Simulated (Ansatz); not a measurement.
## A series in volume per atom on HgS

Results calculated with Ansatz 0.2.0, not measured. Periodic Kohn-Sham DFT of a crystal at fixed atoms; pressure and stress are positive in compression; the energy is the free energy less that of spherical unpolarised free atoms; site moments are those in the method's own spheres, positive along +z.

Cell of the first row (space group F-43m, No. 216):
```
cell vectors (Å)
   0.0000     2.8692     2.8692
   2.8692     0.0000     2.8692
   2.8692     2.8692     0.0000
atoms (fractions of the cell vectors)
Hg  0.00000  0.00000  0.00000
S   0.75000  0.75000  0.75000
```

Settings of every row: method all-electron LAPW; functional PBEsol; relativity scalar; k mesh 8x8x8; filling fermi-dirac; smearing width 0.02 eV; basis error target 1 meV/atom; nucleus gaussian.

Atom start moment: 0 on all atoms.

Limits: no spin-orbit coupling on heavy atoms.

| row | volume per atom (Å³) | energy less free atoms (eV/atom) | pressure (GPa) |
| --- | --- | --- | --- |
| 1 | 23.62 | -2.6205 | 5.14 |
| 2 | 24.123 | -2.6339 | 3.444 |
| 3 | 24.625 | -2.6423 | 1.935 |
| 4 | 24.877 | -2.6448 | 1.244 |
| 5 | 25.128 | ? | ? |
| 6 | 25.379 | -2.6467 | -0.021 |
| 7 | 25.631 | -2.6462 | -0.6 |
| 8 | 26.133 | -2.6426 | -1.66 |
| 9 | 26.636 | -2.6359 | -2.603 |

Question: what energy less free atoms and pressure should row 5 give?

Worked fit of energy less free atoms. Take u = (V_r/V)^(2/3) − 1 with V_r = 25.128 Å³ an atom, which is twice the finite (Eulerian) strain; such expansions in the strain, on which the Birch-Murnaghan equation of state is built, carry the rest volume and the bulk modulus. The shown rows have u = 0.04212, 0.02758, 0.01357, 0.00672, -0.0066, -0.01313, -0.02581, -0.03811. Least squares give energy less free atoms = −2.64624 + 0.1404 × u + 10.983 × u² + 4.6 × u³ eV/atom; a parabola predicts inner rows, each left out in turn, worse (root mean square 7.6e-05 against 2e-05 eV/atom). All shown rows lie on it to the printed digit. Its lowest point lies at u = -0.0064, or V = 25.37 Å³ an atom, and the curvature there gives the bulk modulus at fixed shape and fractions, B = (4/9)(1 + u)² E″(u)/V = 60.4 GPa. The withheld row has u = 0, so the fit gives −2.64624 + 0.1404 × (0) + 10.983 × (0)² + 4.6 × (0)³ = -2.6462 eV/atom.

The calculation gave -2.6462 eV/atom. The fit meets it to the printed digit.

Worked fit of pressure. Take u = (V_r/V)^(2/3) − 1 with V_r = 25.128 Å³ an atom, which is twice the finite (Eulerian) strain; such expansions in the strain, on which the Birch-Murnaghan equation of state is built, carry the rest volume and the bulk modulus. The shown rows have u = 0.04212, 0.02758, 0.01357, 0.00672, -0.0066, -0.01313, -0.02581, -0.03811. Least squares give pressure = 0.5931 + 94.841 × u + 299.26 × u² + 291 × u³ GPa; a parabola predicts inner rows, each left out in turn, worse (root mean square 0.0049 against 0.0016 GPa). The rows lie off it by 0.000, 0.001, -0.001, 0.000, -0.001, 0.001, 0.000, 0.000. The pressure vanishes at u = -0.0064, or V = 25.37 Å³ an atom, and there the bulk modulus at fixed shape and fractions is B = −V dP/dV = (2/3)(1 + u) dP/du = 60.3 GPa. The withheld row has u = 0, so the fit gives 0.5931 + 94.841 × (0) + 299.26 × (0)² + 291 × (0)³ = 0.593 GPa.

The calculation gave 0.593 GPa. The fit meets it to the printed digit.
